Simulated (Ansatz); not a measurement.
# hcp against bcc along group 15

All numbers below come from DFT, revPBE, plane waves (420 eV) with PAW, scalar-relativistic (Ansatz). The PAW files were generated under PBE, with cores re-solved for the functional.

Each structure is relaxed within its symmetry, in the lowest magnetic state of the tried starts. Differences under about 8 meV lie within the error of the k-point mesh.

| element | E(hcp) − E(bcc) (meV/atom) | V(hcp) (Å³/atom) | V(bcc) (Å³/atom) | state of hcp | state of bcc |
| --- | --- | --- | --- | --- | --- |
| As | 68 | 19.53 | 19.31 | spin not included | spin not included |
| Sb | 49 | 27.85 | 27.69 | spin not included | spin not included |
| Bi | ? | ? | ? | ? | ? |

(1) Fill in the row of Bi.

Answers

(1) E(hcp) − E(bcc) (meV/atom): 6; V(hcp) (Å³/atom): 32.27; V(bcc) (Å³/atom): 32.31; state of hcp: spin not included; state of bcc: spin not included.
